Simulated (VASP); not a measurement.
# BeS (F-43m) in VASP: single point with PBE

Aim: the single point of BeS with PBE.

Program: VASP 6.6.1. These are calculated values, not measurements. Logs are shortened: lines on timing, memory, paths and dates and some standing lists are left out, and cuts for length are marked.

### 1 The crystal as given

It takes space group F-43m (No. 216, cubic). Conventional cell: a = 4.850 Å, b = 4.850 Å, c = 4.850 Å, α = 90.00°, β = 90.00°, γ = 90.00°. Be (site symmetry -43m) has 4 S at 2.10 Å as nearest neighbours. Around S (site symmetry -43m) lie 4 Be at 2.10 Å.

### 2 Single point, PBE

File INCAR:

```
PREC = Accurate
ENCUT = 520
EDIFF = 1E-6
ISMEAR = -1
SIGMA = 0.02
LREAL = F
LASPH = T
NELM = 60
ALGO = Fast
ISIF = 2
LWAVE = F
LCHARG = F
GGA = PE
NBANDS = 11
```

File KPOINTS:

```
regular mesh
0
Gamma
  10 10 10
```

File POSCAR:

```
BeS
1.0
    0.0000000000      2.4250000000      2.4250000000
    2.4250000000      0.0000000000      2.4250000000
    2.4250000000      2.4250000000      0.0000000000
Be S
1 1
Direct
    0.0000000000      0.0000000000      0.0000000000
    0.2500000000      0.2500000000      0.2500000000
```

Potentials or basis: VASP PAW PBE potentials, release 64 (Be, S).

Run with:

```
$ cat potpaw_PBE.64/Be/POTCAR potpaw_PBE.64/S/POTCAR > POTCAR
$ mpirun -np 1 vasp_std > vasp.out
```

OUTCAR:

```text
PREC = Accurate
   ENCUT = 520
   EDIFF = 1E-6
   ISMEAR = -1
   LREAL = F
   LASPH = T
   NELM = 60
   ISIF = 2
   GGA = PE

 ion  position               nearest neighbor table
   1  0.000  0.000  0.000-   2 2.10   2 2.10   2 2.10   2 2.10
   2  0.250  0.250  0.250-   1 2.10   1 2.10   1 2.10   1 2.10

  LATTYP: Found a face centered cubic cell.
 ALAT       =     4.8500000000

  Lattice vectors:

 A1 = (   0.0000000000,   2.4250000000,   2.4250000000)
 A2 = (   2.4250000000,   0.0000000000,   2.4250000000)
 A3 = (   2.4250000000,   2.4250000000,   0.0000000000)

Analysis of symmetry for initial positions (statically):
=====================================================================
 Subroutine PRICEL returns:
 Original cell was already a primitive cell.

 Routine SETGRP: Setting up the symmetry group for a
 face centered cubic supercell.

 Subroutine GETGRP returns: Found 24 space group operations
 (whereof 24 operations were pure point group operations)
 out of a pool of 48 trial point group operations.

The static configuration has the point symmetry T_d .

Analysis of symmetry for dynamics (positions and initial velocities):
=====================================================================
 Subroutine PRICEL returns:
 Original cell was already a primitive cell.

 Routine SETGRP: Setting up the symmetry group for a
 face centered cubic supercell.

 Subroutine GETGRP returns: Found 24 space group operations
 (whereof 24 operations were pure point group operations)
 out of a pool of 48 trial point group operations.

The dynamic configuration has the point symmetry T_d .

 Subroutine INISYM returns: Found 24 space group operations
 (whereof 24 operations are pure point group operations),
 and found     1 'primitive' translations

----------------------------------------------------------------------------------------

                                     Primitive cell

  volume of cell :      28.5210

  direct lattice vectors                    reciprocal lattice vectors
     0.000000000  2.425000000  2.425000000    -0.206185567  0.206185567  0.206185567
     2.425000000  0.000000000  2.425000000     0.206185567 -0.206185567  0.206185567
     2.425000000  2.425000000  0.000000000     0.206185567  0.206185567 -0.206185567

  length of vectors
     3.429467889  3.429467889  3.429467889     0.357123878  0.357123878  0.357123878

  position of ions in fractional coordinates (direct lattice)
     0.000000000  0.000000000  0.000000000
     0.250000000  0.250000000  0.250000000

  ion indices of the primitive-cell ions
   primitive index   ion index
                 1           1
                 2           2

----------------------------------------------------------------------------------------

 KPOINTS: regular mesh

Automatic generation of k-mesh.
 Grid dimensions read from file:
 generate k-points for:   10   10   10

 Generating k-lattice:

  Cartesian coordinates                     Fractional coordinates (reciprocal lattice)
    -0.020618557  0.020618557  0.020618557     0.100000000  0.000000000  0.000000000
     0.020618557 -0.020618557  0.020618557     0.000000000  0.100000000  0.000000000
     0.020618557  0.020618557 -0.020618557     0.000000000  0.000000000  0.100000000

  Length of vectors
     0.035712388  0.035712388  0.035712388

  Shift w.r.t. Gamma in fractional coordinates (k-lattice)
     0.000000000  0.000000000  0.000000000

 Subroutine IBZKPT returns following result:
 ===========================================

 Found     47 irreducible k-points:

 Following reciprocal coordinates:
            Coordinates               Weight
  0.000000  0.000000  0.000000      1.000000
  0.100000  0.000000  0.000000      8.000000
  0.200000  0.000000  0.000000      8.000000
  0.300000  0.000000  0.000000      8.000000
  0.400000  0.000000  0.000000      8.000000
  0.500000  0.000000  0.000000      4.000000
[... 16 lines left out ...]
  0.300000  0.300000  0.000000      6.000000
  0.400000  0.300000  0.000000     24.000000
 [... further k-points ...]
   k-points           NKPTS =     47   k-points in BZ     NKDIM =     47   number of bands    NBANDS=     11
   number of dos      NEDOS =    301   number of ions     NIONS =      2
   total plane-waves  NPLWV =  21952
   dimension x,y,z NGX =    28 NGY =   28 NGZ =   28
   dimension x,y,z NGXF=    56 NGYF=   56 NGZF=   56
   ions per type =               1   1
   NGX,Y,Z   is equivalent  to a cutoff of  13.57, 13.57, 13.57 a.u.
   NGXF,Y,Z  is equivalent  to a cutoff of  27.15, 27.15, 27.15 a.u.
 SYSTEM =  unknown system
   PREC   = accura    normal or accurate (medium, high low for compatibility)
   ISTART =      0    job   : 0-new  1-cont  2-samecut
   ICHARG =      2    charge: 1-file 2-atom 10-const
   ISPIN  =      1    spin polarized calculation?
   LNONCOLLINEAR =      F non collinear calculations
   LSORBIT =      F    spin-orbit coupling
   LASPH  =      T    aspherical Exc in radial PAW
   ENCUT  =  520.0 eV  38.22 Ry    6.18 a.u.   6.38  6.38  6.38*2*pi/ulx,y,z
   NELM   =     60;   NELMIN=  2; NELMDL= -5     # of ELM steps
   EDIFF  = 0.1E-05   stopping-criterion for ELM
   LREAL  =      F    real-space projection
   EDIFFG = 0.1E-04   stopping-criterion for IOM
   NSW    =      0    number of steps for IOM
   IBRION =     -1    ionic relax: 0-MD 1-quasi-New 2-CG
   NFREE  =      0    steps in history (QN), initial steepest desc. (CG)
   ISIF   =      2    stress and relaxation
   ISYM   =      2    0-nonsym 1-usesym 2-fastsym
   POTIM  = 0.5000    time-step for ionic-motion
   TEBEG  =    0.0;   TEEND  =   0.0 temperature during run
   PSTRESS=    0.0 pullay stress
   NELECT =       8.0000    total number of electrons
   NUPDOWN=      -1.0000    fix difference up-down
   EMIN   =  10.00;   EMAX   =-10.00  energy-range for DOS
   EFERMI =   0.00;   METHOD = LEGACY
   ISMEAR =    -1;   SIGMA  =   0.02  broadening in eV -4-tet -1-fermi 0-gaus
   EFERMI_NEDOS =   21; number of points for ismear=-14 and -15
   IALGO  =     68    algorithm
   IMIX   =      4    mixing-type and parameters
     AMIX     =   0.40;   BMIX     =  1.00
     AMIX_MAG =   1.60;   BMIX_MAG =  1.00
  volume/ion in A,a.u.               =      14.26        96.23
  Fermi-wavevector in a.u.,A,eV,Ry     =   1.071642  2.025110 15.625158  1.148417
  Thomas-Fermi vector in A             =   2.207388
   LORBIT       =      0    0 simple, 1 ext, 2 COOP (PROOUT), +10 PAW based schemes
   GGA     = PE    functional components
   LHFCALC =     F    Hartree Fock is set to
   AEXX    =    0.0000 exact exchange contribution
   IVDW    =     0    specifies the selected vdW correction
   LEPSILON=     F    determine dielectric tensor
   LRPA    =     F    only Hartree local field effects (RPA)
 non-spin polarized calculation
 RMM-DIIS sequential band-by-band and
  energy-cutoff  :      520.00
  volume of cell :       28.52
 maximum number of plane-waves:       785
 NGX is ok and might be reduce to    28
   NGX = 13   NGY = 13   NGZ = 13

 number of electron       7.9999999 magnetization

 Free energy of the ion-electron system (eV)
  ---------------------------------------------------
  ext. energy  EPLUGINS =         0.00000000
  ---------------------------------------------------
  free energy    TOTEN  =       -10.01117116 eV

  energy without entropy =      -10.01117116  energy(sigma->0) =      -10.01117116

 E-fermi :   4.6302     XC(G=0):  -9.7307

 val. band max:        4.1750598182   @ k =   0.0000   0.0000   0.0000
 cond. band min:       7.2858210609   @ k =   0.5000   0.5000   0.0000
 fundamental gap:      3.1107612428
 Fermi energy:         4.6302241675

 k-point     1 :       0.0000    0.0000    0.0000
  band No.  band energies     occupation
      1      -9.5178      2.00000
      2       4.1751      2.00000
      3       4.1751      2.00000
      4       4.1751      2.00000
      5       9.8446      0.00000
      6       9.8446      0.00000
      7       9.8446      0.00000
      8      10.0610      0.00000
      9      16.9887      0.00000
     10      16.9887      0.00000
     11      19.0473      0.00000

 k-point     2 :       0.1000    0.0000    0.0000
  band No.  band energies     occupation
      1      -9.4035      2.00000
      2       3.3516      2.00000
      3       4.0422      2.00000
      4       4.0422      2.00000
      5       9.7920      0.00000
      6      10.0846      0.00000
      7      10.0846      0.00000
      8      10.9486      0.00000
      9      16.4779      0.00000
     10      16.4779      0.00000
     11      18.9608      0.00000

 k-point     3 :       0.2000    0.0000    0.0000
  band No.  band energies     occupation
      1      -9.0775      2.00000
      2       1.7143      2.00000
      3       3.7401      2.00000
      4       3.7401      2.00000
      5       9.7539      0.00000
      6      10.5681      0.00000
      7      10.5681      0.00000
      8      12.6199      0.00000
      9      15.9818      0.00000
     10      15.9818      0.00000
     11      18.6059      0.00000

 k-point     4 :       0.3000    0.0000    0.0000
  band No.  band energies     occupation
      1      -8.6017      2.00000
      2       0.0848      2.00000
      3       3.4307      2.00000
      4       3.4307      2.00000
      5       9.7091      0.00000
      6      10.8280      0.00000
      7      10.8280      0.00000
      8      14.1770      0.00000
      9      16.4240      0.00000
     10      16.4240      0.00000
     11      18.3827      0.00000

 k-point     5 :       0.4000    0.0000    0.0000
  band No.  band energies     occupation
      1      -8.1242      2.00000
      2      -1.1395      2.00000
      3       3.2162      2.00000
      4       3.2162      2.00000
      5       9.6699      0.00000
      6      10.7915      0.00000
      7      10.7915      0.00000
      8      15.1241      0.00000
      9      17.8297      0.00000
     10      17.8297      0.00000
     11      18.7712      0.00000
[... 211 lines left out ...]
 k-point    21 :      -0.3000    0.2000    0.0000
  band No.  band energies     occupation
      1      -7.9909      2.00000
      2      -0.4901      2.00000
      3       1.3834      2.00000
      4       3.0668      2.00000
      5      10.0658      0.00000
      6      11.8415      0.00000
      7      12.0022      0.00000
      8      13.9199      0.00000
      9      15.5202      0.00000
     10      17.9053      0.00000
     11      20.7977      0.00000

 k-point    22 :      -0.2000    0.2000    0.0000
  band No.  band energies     occupation
      1      -8.4410      2.00000
      2       0.4249      2.00000
      3       1.8340      2.00000
      4       3.4886      2.00000
      5      10.4668      0.00000
      6      11.2432      0.00000
      7      11.6051      0.00000
      8      12.9152      0.00000
      9      14.8044      0.00000
     10      18.6548      0.00000
     11      19.6773      0.00000

 k-point    23 :       0.3000    0.3000    0.0000
  band No.  band energies     occupation
      1      -8.2969      2.00000
      2       0.7471      2.00000
      3       2.2086      2.00000
      4       2.2086      2.00000
      5       8.2636      0.00000
      6      10.1529      0.00000
      7      13.8560      0.00000
      8      13.8560      0.00000
      9      16.4269      0.00000
     10      18.8213      0.00000
     11      21.6185      0.00000

 k-point    24 :       0.4000    0.3000    0.0000
  band No.  band energies     occupation
      1      -7.9227      2.00000
      2       0.0129      2.00000
      3       1.7259      2.00000
      4       1.9860      2.00000
      5       8.2403      0.00000
      6      10.0305      0.00000
      7      14.3271      0.00000
      8      14.4481      0.00000
      9      17.9432      0.00000
     10      19.5386      0.00000
     11      21.0063      0.00000

 [... further k-points ...]
[... 5 lines left out ...]
  --------------------------------------------------------------------------------------
  -------------------------------------------------------------------------------------
  Total        0.2743198      0.2743198      0.2743198      0.0000000      0.0000000      0.0000000
  in kB       15.4099935     15.4099935     15.4099935      0.0000000      0.0000000      0.0000000
  external PRESSURE =      15.4099935 kB  Pullay stress =       0.0000000 kB

 VOLUME and BASIS-vectors are now :
 -----------------------------------------------------------------------------
  energy-cutoff  :      520.00
  volume of cell :       28.52
      direct lattice vectors                 reciprocal lattice vectors
     0.000000000  2.425000000  2.425000000    -0.206185567  0.206185567  0.206185567
     2.425000000  0.000000000  2.425000000     0.206185567 -0.206185567  0.206185567
     2.425000000  2.425000000  0.000000000     0.206185567  0.206185567 -0.206185567

 POSITION                                       TOTAL-FORCE (eV/Angst)
 -----------------------------------------------------------------------------------
      0.00000      0.00000      0.00000         0.000000      0.000000      0.000000
      1.21250      1.21250      1.21250        -0.000000     -0.000000     -0.000000
 -----------------------------------------------------------------------------------
    total drift:                               -0.000000     -0.000000      0.000000

  FREE ENERGIE OF THE ION-ELECTRON SYSTEM (eV)
  ---------------------------------------------------
  free  energy   TOTEN  =       -10.0111711633 eV

  energy  without entropy=      -10.0111711633  energy(sigma->0) =      -10.01117116
```

It took 12 s on 1 thread of Intel Xeon Platinum 8488C (Sapphire Rapids), shared host; peak memory 0.15 GiB.

Results:

| Item | Value |
| --- | --- |
| Free energy | -10.0112 eV |
| Pressure | 1.5 GPa |
| Band gap on the k mesh | 3.11 eV, indirect (least direct gap 5.67 eV) |

A k mesh can miss the band edges. PBE gaps usually lie below the measured ones, often by a third to a half.
